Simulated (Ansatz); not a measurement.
Random displacements in AlN

Method: DFT PBE, scalar-relativistic, plane waves, PAW (Ansatz 0.2.0). Settings: plane waves to 420 eV, k-mesh 6×6×6 (Γ-centred), Gaussian smearing 0.05 eV. No spin polarisation. Energies are free energies at this smearing, counted from the undisturbed cell; pressure is positive in compression.

Reference structure (as given, not relaxed at this level; this zinc-blende form isn't the usual structure):

```xyz
8
Lattice="4.3680 0.0000 0.0000 0.0000 -4.3680 0.0000 0.0000 0.0000 -4.3680" Properties=species:S:1:pos:R:3 pbc="T T T"
Al    0.0000   -2.1840   -2.1840
Al    2.1840    0.0000   -2.1840
Al    2.1840   -2.1840    0.0000
Al    0.0000    0.0000    0.0000
N     3.2760   -3.2760   -3.2760
N     1.0920   -1.0920   -3.2760
N     1.0920   -3.2760   -1.0920
N     3.2760   -1.0920   -1.0920
```

The atoms are displaced (Å, in the unstrained cell):

| atom | ux | uy | uz |
| --- | --- | --- | --- |
| Al1 | 0.088 | -0.112 | 0.005 |
| Al2 | -0.107 | 0.022 | 0.034 |
| Al3 | -0.119 | -0.232 | -0.017 |
| Al4 | 0.170 | 0.146 | 0.063 |
| N5 | -0.103 | 0.112 | -0.076 |
| N6 | -0.158 | -0.059 | -0.155 |
| N7 | 0.144 | 0.024 | 0.162 |
| N8 | 0.084 | 0.098 | -0.016 |

Strain (Voigt, engineering shear): (-0.0208, -0.0051, -0.0203, -0.0717, -0.0964, -0.0630).

Problem. What are the energy change, the stress and the forces?

Solution. ΔE = 1087.4 meV/atom; stress (xx, yy, zz, yz, xz, xy; compression positive) (42.21, 38.22, 52.72, 32.50, 48.86, 32.14) GPa; gap on the mesh 0.25 eV.
```tsv
atom	Fx (eV/Å)	Fy	Fz
Al1	-1.45	3.98	1.32
Al2	3.05	-2.14	-0.52
Al3	15.99	22.53	15.43
Al4	-4.65	-2.25	-0.71
N5	2.55	-4.32	3.05
N6	2.40	-1.06	2.76
N7	-16.60	-15.57	-20.18
N8	-1.29	-1.18	-1.15
```

Cost: 1 run of about 0.31 core-minutes, on Arm Neoverse V2 (shared hosts).